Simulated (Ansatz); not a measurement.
**Sr: a listed cell, distorted in several ways**

How do energy, forces, pressure and gap of Sr change under random distortions, further strains and shifts, swapped elements, distortions that keep the symmetry? Each case is one self-consistent run.

Method: DFT PBE, scalar-relativistic, plane waves, PAW, in Ansatz 0.2.0.

### Step 1. The starting structure

It takes space group C2/m (No. 12, monoclinic). Conventional cell: a = 7.487 Å, b = 4.327 Å, c = 10.877 Å, α = 90.00°, β = 103.42°, γ = 90.00°. Around Sr (site symmetry 2/m) lie 12 Sr at 4.32 to 4.33 Å. Sr (site symmetry m) is surrounded by 12 Sr at 4.32 to 4.33 Å.

Cell or atoms stand a little off a more symmetric structure (R-3m at a tolerance of 0.3 Å), so results at this geometry aren't those of that ideal crystal.

Structure file:

```cif
data_structure
_symmetry_space_group_name_H-M 'C2/m'
_symmetry_Int_Tables_number 12
_cell_length_a 7.4875
_cell_length_b 4.3273
_cell_length_c 10.8773
_cell_angle_alpha 90.000
_cell_angle_beta 103.422
_cell_angle_gamma 90.000
_cell_volume 342.80
loop_
_atom_site_label
_atom_site_type_symbol
_atom_site_symmetry_multiplicity
_atom_site_Wyckoff_symbol
_atom_site_fract_x
_atom_site_fract_y
_atom_site_fract_z
_atom_site_occupancy
Sr1 Sr 2 c 0.00000 0.00000 0.50000 1
Sr2 Sr 4 i 0.22234 0.00000 0.16667 1
```

The structure comes from the Materials Project (structure only).

### Step 2. A distortion that keeps the symmetry

The change: strain xx, yy, zz, yz, xz, xy = +1.0, -3.0, -6.8, +0.0, +4.0, +0.0 %; atoms moved by 0.03 Å root mean square, at most 0.04 Å.

File input.yaml:

```yaml
crystal:
  lattice:
    - [3.7803175468, -2.0986173325, 0.1497496478]
    - [3.7803175468, 2.0986173325, 0.1497496478]
    - [-2.1263938798, 0.0, 9.7616091766]
  atoms:
    - { symbol: Sr, position: [0.0, 0.0, 0.5] }
    - { symbol: Sr, position: [0.2232130082, 0.2232130082, 0.1701370356] }
    - { symbol: Sr, position: [0.7767869918, 0.7767869918, 0.8298629644] }
basis:
  ecutwfc: 420
kpoints:
  mp_grid: { grid: [12, 12, 4] }
hamiltonian:
  xc: pbe
scf:
  occupations: { method: gaussian, width: 0.1 }
output:
  forces: true
  stress: true
  eigenvalues: true
```

### Step 3. Substitution of an element, cell strained: Sr → Be, first probe

File input.yaml:

```yaml
crystal:
  lattice:
    - [2.5304725437, -1.4587594289, 0.0520668006]
    - [2.5304725437, 1.4587594289, 0.0520668006]
    - [-1.5595081446, 0.0, 6.9128739962]
  atoms:
    - { symbol: Be, position: [0.0, 0.0, 0.5] }
    - { symbol: Be, position: [0.2206054833, 0.2206054833, 0.1695638432] }
    - { symbol: Be, position: [0.7793945167, 0.7793945167, 0.8304361568] }
basis:
  ecutwfc: 420
kpoints:
  mp_grid: { grid: [8, 8, 4] }
hamiltonian:
  xc: pbe
scf:
  occupations: { method: gaussian, width: 0.1 }
output:
  forces: true
  stress: true
  eigenvalues: true
```

### Step 4. Substitution of an element, cell strained: Sr → Be

input.yaml, as its differences from that of step 3:

```diff
@@ -12,3 +12,3 @@
 kpoints:
-  mp_grid: { grid: [8, 8, 4] }
+  mp_grid: { grid: [16, 16, 6] }
 hamiltonian:
```

### Step 5. A distortion that keeps the symmetry

File input.yaml:

```yaml
crystal:
  lattice:
    - [3.7254343009, -2.1608650985, 0.0224624472]
    - [3.7254343009, 2.1608650985, 0.0224624472]
    - [-2.449103566, 0.0, 10.8498204791]
  atoms:
    - { symbol: Sr, position: [0.0, 0.0, 0.5] }
    - { symbol: Sr, position: [0.2112018097, 0.2112018097, 0.1564570563] }
    - { symbol: Sr, position: [0.7887981903, 0.7887981903, 0.8435429437] }
basis:
  ecutwfc: 420
kpoints:
  mp_grid: { grid: [12, 12, 4] }
hamiltonian:
  xc: pbe
scf:
  occupations: { method: gaussian, width: 0.1 }
output:
  forces: true
  stress: true
  eigenvalues: true
```

### Step 6. A distortion that keeps the symmetry

File input.yaml:

```yaml
crystal:
  lattice:
    - [3.6550894038, -2.1449407482, 0.0194300168]
    - [3.6550894038, 2.1449407482, 0.0194300168]
    - [-2.4102300285, 0.0, 10.317356376]
  atoms:
    - { symbol: Sr, position: [0.0, 0.0, 0.5] }
    - { symbol: Sr, position: [0.2601490159, 0.2601490159, 0.1603965758] }
    - { symbol: Sr, position: [0.7398509841, 0.7398509841, 0.8396034242] }
basis:
  ecutwfc: 420
kpoints:
  mp_grid: { grid: [12, 12, 4] }
hamiltonian:
  xc: pbe
scf:
  occupations: { method: gaussian, width: 0.1 }
output:
  forces: true
  stress: true
  eigenvalues: true
  populations: true
```

### Step 7. Random moves and strain, cell strained

File input.yaml:

```yaml
crystal:
  lattice:
    - [3.7793803722, -2.1931930658, 0.0130210772]
    - [3.7577440267, 2.1557556538, -0.0018647285]
    - [-2.5259072628, -0.0237710672, 10.6364854835]
  atoms:
    - { symbol: Sr, position: [0.0418221556, -0.0565539772, 0.4761014784] }
    - { symbol: Sr, position: [0.1826973377, 0.2559860546, 0.1700204482] }
    - { symbol: Sr, position: [0.7754828176, 0.8005656117, 0.8538780734] }
basis:
  ecutwfc: 420
kpoints:
  mp_grid: { grid: [10, 10, 4] }
hamiltonian:
  xc: pbe
scf:
  occupations: { method: gaussian, width: 0.1 }
output:
  forces: true
  stress: true
  eigenvalues: true
  populations: true
```

### Step 8. A distortion of lower symmetry

File input.yaml:

```yaml
crystal:
  lattice:
    - [3.8693437124, -2.2216199567, -0.037437412]
    - [3.8693437124, 2.2216199567, -0.037437412]
    - [-2.7154443667, 0.0, 10.8231412154]
  atoms:
    - { symbol: Sr, position: [-0.0066751336, 0.0066751336, 0.5] }
    - { symbol: Sr, position: [0.222442744, 0.2157676104, 0.1649626002] }
    - { symbol: Sr, position: [0.7842323896, 0.777557256, 0.8350373998] }
basis:
  ecutwfc: 420
kpoints:
  mp_grid: { grid: [12, 12, 4] }
hamiltonian:
  xc: pbe
scf:
  occupations: { method: gaussian, width: 0.1 }
output:
  forces: true
  stress: true
  eigenvalues: true
```

Q: Predict the outcome of this session. Wanted: for each run, case; energy; pressure; largest force.

**Answer**, as computed:

| step | case | energy (meV/atom) | pressure (GPa) | largest force (eV/Å) | gap on the mesh (eV) |
| --- | --- | --- | --- | --- | --- |
| 2 | a distortion that keeps the symmetry | +0.0 | 0.8 | 0.07 | 0.00 |
| 4 | substitution of an element, cell strained: Sr → Be | n/a | -24.5 | 0.03 | 0.00 |
| 5 | a distortion that keeps the symmetry | -11.4 | -0.5 | 0.22 | 0.00 |
| 6 | a distortion that keeps the symmetry | -15.8 | 0.2 | 0.21 | 0.00 |
| 7 | random moves and strain, cell strained | +19.6* | -0.3 | 0.46 | 0.00 |
| 8 | a distortion of lower symmetry | -0.5 | -1.1 | 0.04 | 0.00 |

Energies are counted from step 2, with the smearing taken to zero; a star marks another k mesh, which can shift energies by itself, so starred rows don't rank against the others. Other atoms or functionals have another zero of energy (n/a). A gap of 0.00 means none on the mesh at this level.

What this shows: Among the distorted cells of the listed formula and level the largest force, 0.46 eV/Å, acts on Sr1 in step 7. The pressure is 0.8 GPa in the smallest cell and -1.1 GPa in the largest; between them shape and moved atoms count too. The distorted cells of the listed formula and level show no gap on the mesh.
